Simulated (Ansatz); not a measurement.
# TiSi2 (P6/mmm) in Ansatz: equation of state

How stiff is TiSi2 in PBE, and what volume does it want? The cell is scaled to several volumes.

All numbers are computed with Ansatz 0.2.0; they aren't measurements. Logs are shortened: lines on timing, memory, paths and dates and some standing lists are left out, and cuts for length are marked.

## 1. Starting point

Symmetry: P6/mmm, No. 191, hexagonal system. The conventional cell has a = 4.375 Å, b = 4.375 Å, c = 2.561 Å, α = 90.00°, β = 90.00°, γ = 120.00°. Around Ti (site symmetry 6/mmm) lie 2 Ti at 2.56 Å and 12 Si at 2.83 Å. Around Si (site symmetry -6m2) lie 5 Si at 2.53 to 2.56 Å and 6 Ti at 2.83 Å.

The cell was built by a generator and needn't be a form met in nature.

## 2. Single point, PBE, 13.30 Å³/atom (volume scaled by 0.94)

Contents of input.yaml:

```yaml
crystal:
  lattice:
    - [4.2853365746, 0.0, 0.0]
    - [-2.1426682873, 3.7112109522, 0.0]
    - [0.0, 0.0, 2.5087298203]
  atoms:
    - { symbol: Ti, position: [0.0, 0.0, 0.0] }
    - { symbol: Si, position: [0.33333, 0.66667, 0.5] }
    - { symbol: Si, position: [0.66667, 0.33333, 0.5] }
hamiltonian:
  xc: pbe
  pseudopotentials: { kind: paw }
kpoints:
  mp_grid: { grid: [7, 7, 10] }
scf:
  occupations: { method: fermi_dirac, width: 0.05 }
output:
  forces: true
  stress: true
  eigenvalues: true
```

Potentials or basis: Ansatz PAW.

Run with:

```
$ ansatz run input.yaml --threads 2 --pin off --max-ram 5632MiB --backend cpu --events-out ev --progress --plain --runs-dir out
```

Output:

```text
Warning: the atoms were moved onto the symmetric positions of the space group found under crystal.symmetry.tolerance 1.0e-5 (fractional; no operation is sought that the atoms, as they stand in a round, miss by more than twice it, and no atom is moved by as much as it), and the run uses the moved positions. Before a round's move an operation carried an atom to 4.29e-5 Å from where it should land, the largest such distance. Atom 1 (counting from 0) moved farthest, by 2.47e-5 Å; the longest move in fractions of the cell, of whichever atom, is 0.47 of the tolerance, in 1 round. To run the atoms as typed, lower crystal.symmetry.tolerance until the operations that they miss are no longer found, or set crystal.symmetry.detect: false (a key that needs symmetry detection or time reversal refuses this as the deck is read). The positions used, in the order of the run's atom list: position: [0.0, 0.0, 0.0]; position: [0.3333333333333333, 0.6666666666666666, 0.5]; position: [0.6666666666666666, 0.3333333333333333, 0.5]; The lattice was moved too: crystal.lattice keeps the space group found at crystal.symmetry.tolerance 1.0e-5 only nearly: the operation that it misses by the most changes a squared length by the fraction 2.87e-7. The run uses the lattice that is a stretch of the typed one, with no rotation, onto the one that keeps every operation to a double's rounding (on a very oblique basis the stretch itself rounds by more); the deck's lattice vector that moved farthest moved by 3.55e-7 Å. To run the lattice as typed, set crystal.symmetry.tolerance under 2.86e-7, the least fraction by which an operation that the lattice misses changes a squared length (the same key also sets how far an atom may lie from its image, so lowering it can lose operations that the atoms keep only within it), or set crystal.symmetry.detect: false, as for the atoms. crystal.lattice made exact, in Å and degrees: [[4.285336929572172, 0.0, 0.0], [-2.142668464786086, 3.7112106447851065, 0.0], [0.0, 0.0, 2.5087298203]]. Pasted over the deck's crystal.lattice, beside positions in fractional coordinates, it runs the same cell (given as lengths and angles, that cell in the form's own orientation, a rigid turn of the misfit's size from the one run here, for which a checkpoint.post_process_only pass over this run's state can be refused: where this run relaxes nothing, give such a pass this deck's own crystal.lattice, as typed; behind a relaxation, as crystal.lattice, the state's own cell, identity.cell in its checkpoint.json), and a matrix so pasted ends this notice, except on a very skew basis of the lattice, where the rounding of the pasted numbers themselves can read as a misfit: the cell is then moved again, and that move is told again. The lattice as run is in this notice's lattice.as_run_ang field (Run.prep()["deck_notices"] in Python, the deck_notice line of an events file, deck_notices of ansatz run --dry-run=json, or deck_notices in record.json in the deck's checkpoint.write directory).
Warning: RAYON_NUM_THREADS=2 ignored (pool sized by the plan → 2); use --threads N
Engine: ansatz 0.2.0, x86_64-unknown-linux-gnu
Pseudopotentials: kind: paw
Pseudopotential: Ti, paw, valence charge 12, recommended cutoff 420 eV (normal), Ti.paw.azcp
Pseudopotential: Si, paw, valence charge 4, recommended cutoff 420 eV (normal), Si.paw.azcp
Functional definition: PBE
  parameter kappa = 0.804
  parameter beta = 0.06672455060314922
  exchange = pbe_x(kappa = kappa, mu = beta*pi^2/3)
  correlation = pbe_c(beta = beta)
Crystal: 3 atoms, lattice volume = 39.898 Å³
Basis set: ecut = 420 eV, 759 PW (Γ), exchange–correlation on 60×60×36 points (8 copies of the dense FFT grid, shifted against one another)
Bands: 14, of which v1, the nominal top of the filled ones, is band 10 counted from 1 (9 counted from 0)
Symmetry: 24 space group operations
Space group: P6/mmm (ITA 191), of the structure as read, at distance tolerance 3.4e-5 Å
k-points: 48 of 490
Non-local potential: Ti, projectors of the file, l = 0: 3, l = 1: 2, l = 2: 3, l = 3: 1
Non-local potential: Si, projectors of the file, l = 0: 2, l = 1: 2, l = 2: 2
PAW form: soft (Blöchl's): semilocal exchange-correlation on the pseudo side does not see the compensation charge
PAW one-centre angular grid: Ti, 590 points (default); XC on 64 Gauss nodes
PAW one-centre angular grid: Si, 110 points (default); XC on 64 Gauss nodes
Initial density: superposition of atomic densities (neutral atoms: chi_scale 0, normalization atom), corrected by the library's trained network
Initial wavefunctions: pseudopotential atomic-orbital guess
Functional: x = pbe(κ = 0.804, μ = 0.2195149727645171), c = pbe(β = 0.06672455060314922)
SCF iter   1: F=—  HF=-3771.961261 eV  |F-HF|=—  |Δ(HF+E_count)|=         —  Δρ=7.02e-3  dr2=2.10e-2  ethr=1.77e-3  ⟨swp⟩=5.1  Hψ=3832  notcnv=0
preconditioner: auto → none  [metal: Δε(μ)=0.006 eV  Ē_g=6.925 eV  σ=0.050 eV  W_gap=0.03  n_scr=6 (ndim 8)  ℏωp=20.4 eV  f_vac=0.000  D(μ)=1.89/eV (n_scr^D=8)  sad-step TF]
SCF iter   2: F=—  HF=-3771.960026 eV  |F-HF|=—  |Δ(HF+E_count)|=   1.24e-3  Δρ=4.24e-3  dr2=9.10e-3  ethr=1.05e-4  ⟨swp⟩=1.1  Hψ=1061  notcnv=0
SCF iter   3: F=—  HF=-3771.959036 eV  |F-HF|=—  |Δ(HF+E_count)|=   9.90e-4  Δρ=4.07e-4  dr2=3.67e-5  ethr=4.55e-5  ⟨swp⟩=2.0  Hψ=909  notcnv=0
SCF iter   4: F=—  HF=-3771.958987 eV  |F-HF|=—  |Δ(HF+E_count)|=   4.89e-5  Δρ=1.14e-4  dr2=4.41e-6  ethr=1.84e-7  ⟨swp⟩=2.0  Hψ=1127  notcnv=0
SCF iter   5: F=—  HF=-3771.958986 eV  |F-HF|=—  |Δ(HF+E_count)|=   1.70e-6  Δρ=1.97e-5  dr2=2.15e-7  ethr=2.21e-8  ⟨swp⟩=2.0  Hψ=1080  notcnv=0
SCF iter   6: F=-3771.958986 eV  HF=-3771.958986 eV  |F-HF|=1.55e-8  |Δ(HF+E_count)|=   1.96e-8  Δρ=5.03e-6  dr2=1.75e-8  ethr=5.00e-10  ⟨swp⟩=4.3  Hψ=2211  notcnv=0
SCF 1 converged in 6 iterations: F = -3771.958986 eV  dr2 = 1.75e-8
SCF converged after 6 iterations
Free energy (F): -3771.958986 eV
Harris-Foulkes:  -3771.958986 eV  (|F-HF|=1.55e-8)
Internal energy: -3771.944184 eV  (E = F + TS)
E sigma→0 (E₀):  -3771.951585 eV
Entropy (-TS):   -0.014802 eV (-4.934 meV/atom)
Fermi energy:    14.010917 eV
--- Per-component energies (eV) ---
  E_band       = -89.112782
  E_kinetic    = 364.985163
  E_local      = -1021.045921  (includes V_loc(G=0)·N_el)
  E_nonlocal   = 59.664496
  E_hartree    = 453.590030
  E_xc         = -212.938327
  E_vxc        = -222.412879  (∫ρ·V_xc dr)
  E_paw        = -2074.147276  (= ΣΔE_a)
  E_vpaw       = -177.478804  (= ΣTr[D̂ρ^β])
  E_aug_tail   = 0.000126  (compensation charges beyond the density's cutoff)
  E_ewald      = -1342.052476
  E_smearing   = -0.014802  (= −TS)
  E_closure    = -0.000000  (closes the sum)
  Σ components = -3771.958986   (vs F -3771.958986, Δ=0.00e0)
--- Forces (eV/Å), atoms counted from 1 ---
  atom   1  Ti     0.00000000     0.00000000     0.00000000
  atom   2  Si     0.00000000     0.00000000     0.00000000
  atom   3  Si     0.00000000    -0.00000000    -0.00000000
  max |Σ_I F_I| component: 6.48e-17 eV/Å
--- Stress (GPa, compression-positive) ---
        9.193995       0.000000      -0.000000
        0.000000       9.193995      -0.000000
       -0.000000      -0.000000       9.538912
  P = ⅓ Tr σ = 9.3090 GPa (93.090 kbar)
--- Band table (eV; the first three rows and the last of 48) ---
  k-point 0: bands = ["-42.6016", "-18.9376", "-18.9376", "-18.2022", "0.3146", "8.4141", "8.4141", "8.9302", "12.2361", "12.9727", "12.9727", "17.0615", "17.0615", "17.6153"]
  k-point 1: bands = ["-42.5822", "-18.9211", "-18.9211", "-18.3307", "0.5513", "8.6205", "8.6205", "9.1497", "12.5163", "12.8404", "12.8404", "17.1733", "17.1733", "17.5615"]
  k-point 2: bands = ["-42.5308", "-18.8778", "-18.8778", "-18.6594", "1.2523", "9.2364", "9.2364", "9.7995", "12.4719", "12.4719", "12.6564", "16.4408", "17.3040", "17.3040"]
  k-point 47: bands = ["-42.3930", "-19.4702", "-18.7721", "-18.7691", "6.5976", "7.5483", "8.5654", "9.2823", "10.8032", "13.6664", "14.4455", "15.4362", "15.5231", "16.0301"]
```

It took 2.9 s on 2 threads of Intel Xeon at 2.50GHz (Skylake/Cascade Lake), shared host; peak memory 0.35 GiB.

What came out:

| Item | Value |
| --- | --- |
| Free energy | -3771.9590 eV |
| Pressure | 9.3 GPa |
| Band gap on the k mesh | none (metal or under the smearing width) |

## 3. Single point, PBE, 13.58 Å³/atom (volume scaled by 0.96)

input.yaml: that of step 2 with these lines changed.

```diff
@@ -2,5 +2,5 @@
   lattice:
-    - [4.2853365746, 0.0, 0.0]
-    - [-2.1426682873, 3.7112109522, 0.0]
-    - [0.0, 0.0, 2.5087298203]
+    - [4.3155159955, 0.0, 0.0]
+    - [-2.1577579978, 3.7373471017, 0.0]
+    - [0.0, 0.0, 2.5263975138]
   atoms:
@@ -20 +20,5 @@
   eigenvalues: true
+  write_density: true
+  write_potential: true
+  elf: true
+  volumetric_format: npy
```

Potentials or basis: Ansatz PAW.

Run with:

```
$ ansatz run input.yaml --threads 2 --pin off --max-ram 5632MiB --backend cpu --events-out ev --progress --plain --runs-dir out
```

It took 3.8 s on 2 threads of Intel Xeon at 2.50GHz (Skylake/Cascade Lake), shared host; peak memory 0.35 GiB.

The run converged. Its results:

```yaml
Free_energy: -3771.9989 eV
Pressure: 5.8 GPa
Band_gap_on_the_k_mesh: none (metal or under the smearing width)
```

## 4. Single point, PBE, 13.87 Å³/atom (volume scaled by 0.98)

input.yaml: that of step 3 with these lines changed.

```diff
@@ -2,5 +2,5 @@
   lattice:
-    - [4.3155159955, 0.0, 0.0]
-    - [-2.1577579978, 3.7373471017, 0.0]
-    - [0.0, 0.0, 2.5263975138]
+    - [4.3452791153, 0.0, 0.0]
+    - [-2.1726395577, 3.7631227238, 0.0]
+    - [0.0, 0.0, 2.5438214955]
   atoms:
@@ -20,5 +20 @@
   eigenvalues: true
-  write_density: true
-  write_potential: true
-  elf: true
-  volumetric_format: npy
```

Run with:

```
$ ansatz run input.yaml --threads 2 --pin off --max-ram 5632MiB --backend cpu --events-out ev --progress --plain --runs-dir out
```

Wall time 2.9 s (2 threads of Intel Xeon at 2.50GHz (Skylake/Cascade Lake), shared host); peak memory 0.35 GiB.

It converged, with:

```yaml
Free_energy: -3772.0211 eV
Pressure: 2.6 GPa
Band_gap_on_the_k_mesh: none (metal or under the smearing width)
```

## 5. Single point, PBE, 14.15 Å³/atom

input.yaml: that of step 4 with these lines changed.

```diff
@@ -2,5 +2,5 @@
   lattice:
-    - [4.3452791153, 0.0, 0.0]
-    - [-2.1726395577, 3.7631227238, 0.0]
-    - [0.0, 0.0, 2.5438214955]
+    - [4.37464, 0.0, 0.0]
+    - [-2.18732, 3.78855, 0.0]
+    - [0.0, 0.0, 2.56101]
   atoms:
@@ -20 +20,5 @@
   eigenvalues: true
+  write_density: true
+  write_potential: true
+  elf: true
+  volumetric_format: npy
```

Run with:

```
$ ansatz run input.yaml --threads 2 --pin off --max-ram 5632MiB --backend cpu --events-out ev --progress --plain --runs-dir out
```

It took 3.6 s on 2 threads of Intel Xeon at 2.50GHz (Skylake/Cascade Lake), shared host; peak memory 0.36 GiB.

The run converged. Its results:

* Free energy: -3772.0275 eV
* Pressure: -0.2 GPa
* Band gap on the k mesh: none (metal or under the smearing width)

## 6. Single point, PBE, 14.43 Å³/atom (volume scaled by 1.02)

input.yaml: that of step 5 with these lines changed.

```diff
@@ -2,5 +2,5 @@
   lattice:
-    - [4.37464, 0.0, 0.0]
-    - [-2.18732, 3.78855, 0.0]
-    - [0.0, 0.0, 2.56101]
+    - [4.4036119702, 0.0, 0.0]
+    - [-2.2018059851, 3.8136404663, 0.0]
+    - [0.0, 0.0, 2.5779708254]
   atoms:
@@ -20,5 +20 @@
   eigenvalues: true
-  write_density: true
-  write_potential: true
-  elf: true
-  volumetric_format: npy
```

Potentials or basis: Ansatz PAW.

Run with:

```
$ ansatz run input.yaml --threads 2 --pin off --max-ram 5632MiB --backend cpu --events-out ev --progress --plain --runs-dir out
```

Wall time 3 s (2 threads of Intel Xeon at 2.50GHz (Skylake/Cascade Lake), shared host); peak memory 0.35 GiB.

Results (log left out):

| Property | Result |
| --- | --- |
| Free energy | -3772.0198 eV |
| Pressure | -2.7 GPa |
| Band gap on the k mesh | none (metal or under the smearing width) |

## 7. Single point, PBE, 14.71 Å³/atom (volume scaled by 1.04)

input.yaml: that of step 6 with these lines changed.

```diff
@@ -2,5 +2,5 @@
   lattice:
-    - [4.4036119702, 0.0, 0.0]
-    - [-2.2018059851, 3.8136404663, 0.0]
-    - [0.0, 0.0, 2.5779708254]
+    - [4.4322076543, 0.0, 0.0]
+    - [-2.2161038272, 3.8384050593, 0.0]
+    - [0.0, 0.0, 2.5947113648]
   atoms:
```

Run with:

```
$ ansatz run input.yaml --threads 2 --pin off --max-ram 5632MiB --backend cpu --events-out ev --progress --plain --runs-dir out
```

Run time: 2.6 s. Hardware: 2 threads of Intel Xeon at 2.50GHz (Skylake/Cascade Lake), shared host; peak memory 0.35 GiB.

Results (log left out):

```yaml
Free_energy: -3771.9998 eV
Pressure: -4.9 GPa
Band_gap_on_the_k_mesh: none (metal or under the smearing width)
```

## 8. Single point, PBE, 15.00 Å³/atom (volume scaled by 1.06)

input.yaml: that of step 7 with these lines changed.

```diff
@@ -2,5 +2,5 @@
   lattice:
-    - [4.4322076543, 0.0, 0.0]
-    - [-2.2161038272, 3.8384050593, 0.0]
-    - [0.0, 0.0, 2.5947113648]
+    - [4.4604390375, 0.0, 0.0]
+    - [-2.2302195187, 3.8628541584, 0.0]
+    - [0.0, 0.0, 2.6112386344]
   atoms:
```

Run with:

```
$ ansatz run input.yaml --threads 2 --pin off --max-ram 5632MiB --backend cpu --events-out ev --progress --plain --runs-dir out
```

Wall time 2.9 s (2 threads of Intel Xeon at 2.50GHz (Skylake/Cascade Lake), shared host); peak memory 0.35 GiB.

Results (log left out):

| Item | Value |
| --- | --- |
| Free energy | -3771.9688 eV |
| Pressure | -6.8 GPa |
| Band gap on the k mesh | none (metal or under the smearing width) |

## 9. Equation of state, PBE

Potentials or basis: Ansatz PAW.

This step only gathers the single runs of the series.

Results:

```yaml
Equilibrium_volume: 14.13 Å³/atom
Bulk_modulus_at_fixed_shape_and_positions: 133 GPa
Pressure_derivative_of_the_bulk_modulus: 5.0
```

Energy against volume, from the lowest point:
| volume (Å³/atom) | energy (meV/atom) |
| --- | --- |
| 13.299 | 22.83 |
| 13.582 | 9.54 |
| 13.865 | 2.14 |
| 14.148 | 0.00 |
| 14.431 | 2.56 |
| 14.714 | 9.25 |
| 14.997 | 19.55 |

Caveat: the cell was scaled at fixed shape and fractional positions, which overstates the stiffness of a crystal with free parameters, most of all of layers and chains.
